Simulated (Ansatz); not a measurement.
# Cd under changes of volume

One of the cells (21.585 Å³/atom); the others are scaled copies at fixed shape and fractional positions:

```
Cd
1.0
     2.97887    0.00000    0.00000
    -1.48944    2.57978    0.00000
     0.00000    0.00000    5.61765
Cd
2
Direct
  0.66667 0.33333 0.75000
  0.33333 0.66667 0.25000
```

```yaml
Program: Ansatz 0.2.0
Functional: PBEsol
Potentials_or_basis: Ansatz PAW
Cutoff: "420 eV (not typed: the program's choice for these potentials)"
k_mesh: 10 × 10 × 5
Occupations: fermi-dirac, width 0.05 eV
Spin: no spin polarisation
```

```tsv
volume (Å³/atom)	energy over the lowest point (meV/atom)	pressure (GPa)
20.290	5.11	2.4
20.722	0.64	0.9
21.154	0.00	-0.4
21.585	2.69	-1.6
22.017	8.29	-2.6
22.449	16.40	-3.4
22.880	?	?
```

What does the run at 22.880 Å³/atom give?

Energy over the lowest point 26.70 meV/atom; pressure -4.2 GPa.

Worked out: A Birch-Murnaghan fit of order 3 (a polynomial in V^(-2/3)) to the other rows has its minimum at 21.01 Å³/atom with B0 = V·E''(V) = 63 GPa and B' = 5.8 at fixed shape and positions, which overstates the stiffness. It gives 26.67 meV/atom at 22.880 Å³/atom, against the run's 26.70, and -dE/dV = -4.2 GPa, against -4.2.

Energies are extrapolated to zero smearing.

Caveats: the PAW data sets come from PBE, with cores solved anew for the run's functional, which leaves a small shift of forces and pressure.
